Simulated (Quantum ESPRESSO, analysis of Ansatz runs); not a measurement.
# Migration in HfO2 (P2_1/c): V_O hop (2.8 Å), charge 0 (Quantum ESPRESSO)

Wanted: path and barrier of a jump of O in HfO2 (P2_1/c) at charge 0. The case: V_O hop (2.8 Å), in a cell of 48 host atoms with 1 O taken out.

Program: Quantum ESPRESSO 7.5. Level of theory: Quantum ESPRESSO plane-wave DFT, PBEsol, GBRV 1.5 PBEsol potentials; nudged elastic band between two relaxed defect structures. Results are calculated unless marked as measured.

## 1. The starting structure

The cell holds 47 atoms: 16 Hf and 31 O. Its edges and angles: a = 9.411 Å, b = 8.427 Å, c = 9.411 Å, α = 110.9°, β = 113.5°, γ = 108.4°. It derives from HfO2 (space group P2_1/c). Nearest the centre at fractional (0.582, 0.669, 0.842): O38 at 1.35 Å, Hf10 at 1.59 Å, O34 at 2.31 Å, O31 at 2.54 Å, O32 at 2.62 Å, Hf8 at 2.63 Å, Hf4 at 2.64 Å, Hf16 at 2.64 Å.

The cell's shortest repeat is 8.4 Å.

## 2. Relaxation of the start point, charge 0

A barrier is counted from a minimum, so both ends are relaxed first. Small random displacements break the symmetry of the ideal sites, so that the defect can distort if it gains by it.

pw.in

```
&CONTROL
  calculation = 'relax'
  prefix = 'pwscf'
  outdir = './tmp'
  pseudo_dir = './pseudo'
  tprnfor = .true.
  disk_io = 'low'
  nstep = 70
  forc_conv_thr = 0.0012
  etot_conv_thr = 0.0001
/
&SYSTEM
  ibrav = 0
  nat = 47
  ntyp = 2
  ecutwfc = 36
  ecutrho = 288
  nbnd = 193
  occupations = 'fixed'
  nosym = .true.
/
&ELECTRONS
  conv_thr = 5d-08
  electron_maxstep = 100
  mixing_beta = 0.5
/
&IONS
  ion_dynamics = 'bfgs'
/
ATOMIC_SPECIES
Hf   178.4900 hf_pbesol_v1.uspp.F.UPF
O     15.9990 o_pbesol_v1.2.uspp.F.UPF
CELL_PARAMETERS angstrom
  -5.9416700219    5.1632183080    5.1583953540
   4.2040263251   -5.1632183080    5.1655566081
   5.9416700219    5.1632183080   -5.1583953540
ATOMIC_POSITIONS crystal
Hf     0.0826846387    0.4926019833    0.8675515790
Hf     0.0826846387    0.9926019833    0.3675515790
Hf     0.5826846387    0.4926019833    0.3675515790
Hf     0.5855223344    0.9918887040    0.8672820142
Hf     0.3719733557    0.2576241936    0.8375144900
Hf     0.3749495956    0.7573980167    0.3400826553
Hf     0.8749495956    0.2573980167    0.3400826553
Hf     0.8727530569    0.7575715318    0.8368622624
Hf     0.4173153613    0.0073980167    0.1324484210
Hf     0.4176581380    0.5052157119    0.6294133870
Hf     0.9173153613    0.0073980167    0.6324484210
Hf     0.9173153613    0.5073980167    0.1324484210
Hf     0.1250504044    0.2426019833    0.1599173447
Hf     0.1250504044    0.7426019833    0.6599173447
Hf     0.6273286955    0.2431507350    0.6584294075
Hf     0.6266551925    0.7402540091    0.1587795772
O      0.3651648285    0.2144150034    0.5958071646
O      0.3629941193    0.7129162640    0.0916029601
O      0.8640895307    0.2130004264    0.0958426337
O      0.8615726824    0.7141022888    0.5938855746
O      0.3797832858    0.0358977112    0.8974703936
O      0.3780980652    0.5327712991    0.3935088151
O      0.8797832858    0.0358977112    0.3974703936
O      0.8780389939    0.5318234312    0.8968180592
O      0.1409367707    0.2880637681    0.4053501790
O      0.1384273176    0.7858977112    0.9061144254
O      0.6404139887    0.2845271708    0.9082823544
O      0.6384273176    0.7858977112    0.4061144254
O      0.1202167142    0.4641022888    0.1025296064
O      0.1202167142    0.9641022888    0.6025296064
O      0.6214887563    0.4624654880    0.6047972759
O      0.6216108219    0.9683364028    0.1053435347
O      0.3393410070    0.2053133674    0.2074563250
O      0.3377849421    0.7012726569    0.7041840563
O      0.8393410070    0.2053133674    0.7074563250
O      0.8418132266    0.7051116709    0.2062355230
O      0.5021429576    0.0446866326    0.3840276395
O      0.4993543562    0.5457787575    0.8827297415
O      1.0000183885    0.0455963746    0.8814233496
O      1.0021429576    0.5446866326    0.3840276395
O      0.1572755528    0.2944572419    0.7900624844
O      0.1606589930    0.7946866326    0.2925436750
O      0.6606589930    0.2946866326    0.2925436750
O     -0.0021429576    0.4553133674    0.6159723605
O     -0.0025639609    0.9576501063    0.1142311242
O      0.4971831021    0.4575784687    0.1186511193
O      0.4981002126    0.9575238890    0.6141052068
K_POINTS gamma
```

Run with:

```
$ OMP_NUM_THREADS=1 mpirun -n 4 pw.x -in pw.in > pw.out
```

Log:

```text
[shortened: banners, details of potentials and solvers, and blank lines are left out]
     gamma-point specific algorithms are used
     one sub-group per band group will be used
     scalapack distributed-memory algorithm (size of sub-group:  2*  2 procs)
     bravais-lattice index     =            0
     lattice parameter (alat)  =      17.7847  a.u.
     unit-cell volume          =    3650.0307 (a.u.)^3
     number of atoms/cell      =           47
     number of atomic types    =            2
     number of electrons       =       378.00
     number of Kohn-Sham states=          193
     kinetic-energy cutoff     =      36.0000  Ry
     charge density cutoff     =     288.0000  Ry
     scf convergence threshold =      5.0E-08
     mixing beta               =       0.5000
     number of iterations used =            8  plain     mixing
     energy convergence thresh.=      1.0E-04
     force convergence thresh. =      1.2E-03
     Exchange-correlation= SLA  PW   PSX  PSC
                           (   1   4  10   8   0   0   0)
     nstep                     =           70
     crystal axes: (cart. coord. in units of alat)
               a(1) = (  -0.631338   0.548623   0.548110 )
               a(2) = (   0.446703  -0.548623   0.548871 )
               a(3) = (   0.631338   0.548623  -0.548110 )
     PseudoPot. # 1 for Hf read from file:
     hf_pbesol_v1.uspp.F.UPF
     Pseudo is Ultrasoft + core correction, Zval = 12.0
[...]
PseudoPot. # 2 for O  read from file:
     o_pbesol_v1.2.uspp.F.UPF
     Pseudo is Ultrasoft + core correction, Zval =  6.0
[...]
atomic species   valence    mass     pseudopotential
     Hf               12.00   178.49000     Hf( 1.00)
     O                 6.00    15.99900     O ( 1.00)
     No symmetry found
     site n.     atom                  positions (alat units)
         1        Hf     tau(   1) = (   0.7155632   0.2510686  -0.1598186  )
         2        Hf     tau(   2) = (   0.6232457  -0.2975543   0.3886723  )
         3        Hf     tau(   3) = (   0.0842251   0.2510686   0.3882918  )
         4        Hf     tau(   4) = (   0.6209653   0.2528689   0.3899839  )
         5        Hf     tau(   5) = (   0.4089954   0.5222142  -0.1137654  )
         6        Hf     tau(   6) = (   0.3163192  -0.0232428   0.4348250  )
         7        Hf     tau(   7) = (  -0.2227014   0.5253801   0.4344446  )
         8        Hf     tau(   8) = (   0.3157503   0.5223131   0.4354815  )
[...]
number of k points=     1
                       cart. coord. in units 2pi/alat
        k(    1) = (   0.0000000   0.0000000   0.0000000), wk =   2.0000000
     Dense  grid:   150556 G-vectors     FFT dimensions: ( 100,  90, 100)
     Smooth grid:    53237 G-vectors     FFT dimensions: (  72,  64,  72)
     Check: negative core charge=   -0.000005
     starting charge     345.9999, renormalised to     378.0000
     Self-consistent Calculation
     iteration #  1     ecut=    36.00 Ry     beta= 0.50
     total energy              =   -3541.00840683 Ry
     estimated scf accuracy    <      16.12380526 Ry
     iteration #  2     ecut=    36.00 Ry     beta= 0.50
     total energy              =   -3542.94750895 Ry
     estimated scf accuracy    <       2.22354564 Ry
     iteration #  3     ecut=    36.00 Ry     beta= 0.50
     total energy              =   -3543.26737858 Ry
     estimated scf accuracy    <       0.11221723 Ry
[...]
estimated scf accuracy    <       0.00000063 Ry
[... 152 further cycles ...]
     iteration #  6     ecut=    36.00 Ry     beta= 0.50
     total energy              =   -3543.32676776 Ry
     estimated scf accuracy    <          4.3E-09 Ry
     iteration #  7     ecut=    36.00 Ry     beta= 0.50
     total energy              =   -3543.32676776 Ry
     estimated scf accuracy    <          7.4E-10 Ry
     iteration #  8     ecut=    36.00 Ry     beta= 0.50
     End of self-consistent calculation
          k = 0.0000 0.0000 0.0000 (  6643 PWs)   bands (ev):
   -49.3873 -49.3695 -49.3644 -49.3525 -49.3452 -49.3443 -49.3414 -49.3371
   -49.3329 -49.3312 -49.3296 -49.3263 -49.3234 -49.3010 -49.2348 -49.0570
   -18.5065 -18.4829 -18.4534 -18.4141 -18.4098 -18.4060 -18.3756 -18.3525
   -18.3502 -18.3426 -18.3340 -18.3289 -18.3173 -18.3061 -18.2812 -18.2515
   -18.2337 -18.2279 -18.2189 -18.2131 -18.2013 -18.1550 -18.1384 -18.1311
   -18.1112 -18.1059 -18.0955 -18.0861 -18.0625 -18.0558 -18.0363 -18.0207
   -18.0176 -18.0136 -18.0098 -17.9971 -17.9922 -17.9873 -17.9786 -17.9561
   -17.9539 -17.9354 -17.9263 -17.9071 -17.8993 -17.8870 -17.8031 -17.6788
[...]
15.4937
     highest occupied, lowest unoccupied level (ev):    13.6057   15.1554
!    total energy              =   -3543.32676776 Ry
     estimated scf accuracy    <          8.6E-11 Ry
     The total energy is the sum of the following terms:
     one-electron contribution =    -558.06704574 Ry
     hartree contribution      =     496.32915362 Ry
     xc contribution           =   -1431.50050147 Ry
     ewald contribution        =   -2050.08837418 Ry
     convergence has been achieved in   8 iterations
     Forces acting on atoms (cartesian axes, Ry/au):
     atom    1 type  1   force =    -0.00072569    0.00042705   -0.00025261
     atom    2 type  1   force =    -0.00050359   -0.00056760   -0.00031917
     atom    3 type  1   force =     0.00010558   -0.00034484    0.00003600
     atom    4 type  1   force =     0.00031112    0.00029452   -0.00005662
     atom    5 type  1   force =    -0.00007428    0.00010390   -0.00003263
     atom    6 type  1   force =     0.00068700    0.00020616    0.00042208
     atom    7 type  1   force =    -0.00018097   -0.00002977    0.00006934
     atom    8 type  1   force =    -0.00005016    0.00009979   -0.00012892
[...]
Total force =     0.004160     Total SCF correction =     0.000038
     Energy error            =      4.0E-05 Ry
     Gradient error          =      1.2E-03 Ry/Bohr
     number of scf cycles    =  20
     number of bfgs steps    =  19
     energy             old  =   -3543.3267278521 Ry
     energy             new  =   -3543.3267677640 Ry
     CASE: energy            _new < energy            _old
     new trust radius        =       0.0081905489 bohr
     new conv_thr            =       0.0000000005 Ry
ATOMIC_POSITIONS (crystal)
Hf               0.0827259777        0.4939048404        0.8671972178
Hf               0.0832055250        0.9918400852        0.3672158535
Hf               0.5819724443        0.4943700632        0.3672717892
Hf               0.5848777638        0.9912422206        0.8676363720
Hf               0.3750870645        0.2564060965        0.8399144059
Hf               0.3748951358        0.7567785985        0.3389862551
Hf               0.8751115250        0.2582485035        0.3405338389
Hf               0.8678743650        0.7558926925        0.8379281748
[...]
Check: negative core charge=   -0.000004
     Self-consistent Calculation
     iteration #  1     ecut=    36.00 Ry     beta= 0.50
     total energy              =   -3543.32678953 Ry
     estimated scf accuracy    <       0.00002810 Ry
     iteration #  2     ecut=    36.00 Ry     beta= 0.50
     total energy              =   -3543.32679265 Ry
     estimated scf accuracy    <       0.00000520 Ry
     iteration #  3     ecut=    36.00 Ry     beta= 0.50
     total energy              =   -3543.32679370 Ry
     estimated scf accuracy    <       0.00000107 Ry
[...]
estimated scf accuracy    <       0.00000008 Ry
     iteration #  5     ecut=    36.00 Ry     beta= 0.50
     total energy              =   -3543.32679387 Ry
     estimated scf accuracy    <       0.00000002 Ry
     iteration #  6     ecut=    36.00 Ry     beta= 0.50
     total energy              =   -3543.32679387 Ry
     estimated scf accuracy    <          2.5E-09 Ry
     iteration #  7     ecut=    36.00 Ry     beta= 0.50
     End of self-consistent calculation
          k = 0.0000 0.0000 0.0000 (  6643 PWs)   bands (ev):
   -49.3860 -49.3692 -49.3644 -49.3534 -49.3457 -49.3436 -49.3415 -49.3364
   -49.3328 -49.3304 -49.3293 -49.3260 -49.3230 -49.3019 -49.2342 -49.0572
   -18.5064 -18.4827 -18.4532 -18.4140 -18.4098 -18.4060 -18.3755 -18.3522
   -18.3498 -18.3424 -18.3338 -18.3287 -18.3170 -18.3060 -18.2810 -18.2516
   -18.2336 -18.2276 -18.2186 -18.2131 -18.2014 -18.1550 -18.1381 -18.1312
   -18.1108 -18.1058 -18.0951 -18.0861 -18.0624 -18.0559 -18.0364 -18.0205
   -18.0176 -18.0132 -18.0096 -17.9969 -17.9921 -17.9870 -17.9788 -17.9557
   -17.9538 -17.9352 -17.9264 -17.9073 -17.8991 -17.8874 -17.8031 -17.6787
[...]
15.4948
     highest occupied, lowest unoccupied level (ev):    13.6064   15.1542
!    total energy              =   -3543.32679387 Ry
     estimated scf accuracy    <          3.3E-10 Ry
     The total energy is the sum of the following terms:
     one-electron contribution =    -558.11293654 Ry
     hartree contribution      =     496.35292767 Ry
     xc contribution           =   -1431.50161668 Ry
     ewald contribution        =   -2050.06516832 Ry
     convergence has been achieved in   7 iterations
     Forces acting on atoms (cartesian axes, Ry/au):
     atom    1 type  1   force =    -0.00021581    0.00012535   -0.00019507
     atom    2 type  1   force =     0.00007116   -0.00013605   -0.00025573
     atom    3 type  1   force =    -0.00014394   -0.00020409   -0.00022469
     atom    4 type  1   force =     0.00000203    0.00028735    0.00018466
     atom    5 type  1   force =    -0.00025343    0.00025990    0.00021832
     atom    6 type  1   force =     0.00032368    0.00008578    0.00027108
     atom    7 type  1   force =    -0.00020317    0.00000209   -0.00000684
     atom    8 type  1   force =     0.00000302    0.00007875    0.00012234
[...]
Total force =     0.003388     Total SCF correction =     0.000051
     Energy error            =      2.6E-05 Ry
     Gradient error          =      1.0E-03 Ry/Bohr
     bfgs converged in  21 scf cycles and  20 bfgs steps
     (criteria: energy <  1.0E-04 Ry, force <  1.2E-03 Ry/Bohr)
     End of BFGS Geometry Optimization
     Final energy             =   -3543.3267938724 Ry
Begin final coordinates
ATOMIC_POSITIONS (crystal)
Hf               0.0827259777        0.4939048404        0.8671972178
Hf               0.0832055250        0.9918400852        0.3672158535
Hf               0.5819724443        0.4943700632        0.3672717892
Hf               0.5848777638        0.9912422206        0.8676363720
Hf               0.3750870645        0.2564060965        0.8399144059
Hf               0.3748951358        0.7567785985        0.3389862551
Hf               0.8751115250        0.2582485035        0.3405338389
Hf               0.8678743650        0.7558926925        0.8379281748
[...]
End final coordinates
   JOB DONE.
```

It took 6.8 min on 4 MPI ranks of Arm Neoverse V1, shared host; peak memory 1.4 GiB.

Step by step:

| step | energy less that of the first step (eV) |
| --- | --- |
| 0 | 0.0000 |
| 1 | -0.1448 |
| 2 | -0.2180 |
| 3 | -0.2334 |
| 4 | -0.2463 |
| 5 | -0.2586 |
| 6 | -0.2670 |
| 7 | -0.2750 |
| 8 | -0.2836 |
| 9 | -0.2922 |
| 10 | -0.2994 |
| 11 | -0.3067 |
| 12 | -0.3126 |
| 13 | -0.3172 |
| 14 | -0.3206 |
| 15 | -0.3231 |
| 16 | -0.3249 |
| 17 | -0.3262 |
| 18 | -0.3270 |
| 19 | -0.3275 |
| 20 | -0.3279 |

The atoms that moved most (Å):

| atom | dx | dy | dz | length |
| --- | --- | --- | --- | --- |
| O39 | 0.092 | -0.117 | -0.148 | 0.210 |
| O47 | -0.078 | 0.139 | 0.055 | 0.168 |
| O35 | -0.073 | -0.111 | 0.094 | 0.163 |
| O41 | 0.058 | 0.134 | -0.072 | 0.163 |
| O46 | -0.091 | 0.089 | 0.082 | 0.152 |
| O44 | -0.069 | 0.101 | 0.088 | 0.151 |
| O33 | -0.066 | -0.103 | 0.065 | 0.139 |
| O37 | 0.061 | -0.095 | -0.075 | 0.136 |

Neighbours of O38 at the end:

| atom | distance (Å) |
| --- | --- |
| Hf10 | 2.009 |
| Hf16 | 2.050 |
| Hf5 | 2.128 |
| O17 | 2.524 |
| O46 | 2.556 |
| O41 | 2.774 |
| O34 | 2.785 |
| O36 | 2.827 |

Read from the output:

```
highest filled level                                                                              : 13.61 eV
lowest empty level                                                                                : 15.15 eV
r.m.s. move of the farther half of the atoms                                                      : 0.07490 Å
largest move from the ideal geometry of this structure, a common shift of the far atoms taken out : 0.2179 Å
```

The relaxation gained 0.328 eV and ended with a largest force component of 0.026 eV/Å.

(Continued in part 2 of 3.)

[Logs are printed without paths, hosts, clocks, repeated set-up lines and the standing remarks that a program may print on its own settings, such as how far it seeks lower states.]

[Hosts, paths, dates, database ids (printed as entryN), source tags and the programs' standing remarks are cut or masked in the printed files.]
